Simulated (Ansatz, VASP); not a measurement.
One calculation of Rb, two programs

```
Rb
1.0
    -2.85746    2.85746    2.85746
     2.85746   -2.85746    2.85746
     2.85746    2.85746   -2.85746
Rb
1
Direct
  0.00000 0.00000 0.00000
```

Alike in both runs: task single point; functional PBEsol; k mesh 7 × 7 × 7; occupations fermi-dirac, width 0.05 eV; no spin polarisation.

|  | VASP | Ansatz |
| --- | --- | --- |
| version | VASP 6.6.1 | Ansatz 0.2.0 |
| potentials or method | VASP PAW PBE potentials, release 64 (Rb_sv) | Ansatz PAW |
| plane-wave cutoff (eV) | 520 | 420 |
| valence electrons in the cell | 9 | 9 |

|  | VASP | Ansatz | Ansatz less VASP |
| --- | --- | --- | --- |
| gap on the k mesh at the Fermi level (eV) | none | none | - |
| pressure (GPa) | -0.2 | -0.2 | 0.00 |

A gap of «none» marks a metal or a gap that the smearing closes.

Caveats: the PAW data sets were made with another functional, which shifts forces and pressure a little (VASP); the PAW data sets come from PBE, with cores solved anew for the run's functional, which leaves a small shift of forces and pressure (Ansatz).
